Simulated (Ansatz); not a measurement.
**Deforming InP**

```xyz
2
Lattice="0.0000 2.8550 2.8550 2.8550 0.0000 2.8550 2.8550 2.8550 0.0000" Properties=species:S:1:pos:R:3 pbc="T T T"
In    0.0000    0.0000    0.0000
P     2.8550    2.8550    2.8550
```

Atom numbers follow the list: In1, P2.

The geometry is COD entry 1538565, unchecked; take it as a test cell.

No spin–orbit coupling, which matters for the heavy atoms here.

Level of theory: Ansatz 0.2.0, DFT, LDA, all-electron LAPW, scalar-relativistic.

Settings: a Γ-centred 11×11×11 k mesh, Fermi–Dirac smearing of 0.05 eV, basis error target 1 meV/atom, no spin polarisation.

The unchanged cell is at -9.65 GPa.

In a metal, stresses and small energies carry noise from the k mesh.

x, y and z are the Cartesian axes of the cell as listed; fractional coordinates follow a strain, and an engineering shear is twice the off-diagonal strain component.

Question: One change gave: energy change +2 meV/atom; stress change (xx, yy, zz, yz, xz, xy) 0.02, 0.02, 0.02, 0.56, 0.56, 0.56 GPa, compression positive. Which change was it?
A. equal xy, yz and zx engineering shear strains of +2 %
B. equal xy, yz and zx engineering shear strains of +1 %
C. equal xy, yz and zx engineering shear strains of -2 %
D. equal xy, yz and zx engineering shear strains of -1 %

Answer: C. For equal xy, yz and zx engineering shear strains of -1 %: energy change under 1 meV/atom; stress change (xx, yy, zz, yz, xz, xy) 0.01, 0.01, 0.01, 0.28, 0.28, 0.28 GPa, compression positive. For equal xy, yz and zx engineering shear strains of +1 %: energy change under 1 meV/atom; stress change (xx, yy, zz, yz, xz, xy) 0.01, 0.01, 0.01, -0.29, -0.29, -0.29 GPa, compression positive. For equal xy, yz and zx engineering shear strains of +2 %: energy change +2 meV/atom; stress change (xx, yy, zz, yz, xz, xy) 0.02, 0.02, 0.02, -0.60, -0.60, -0.60 GPa, compression positive.
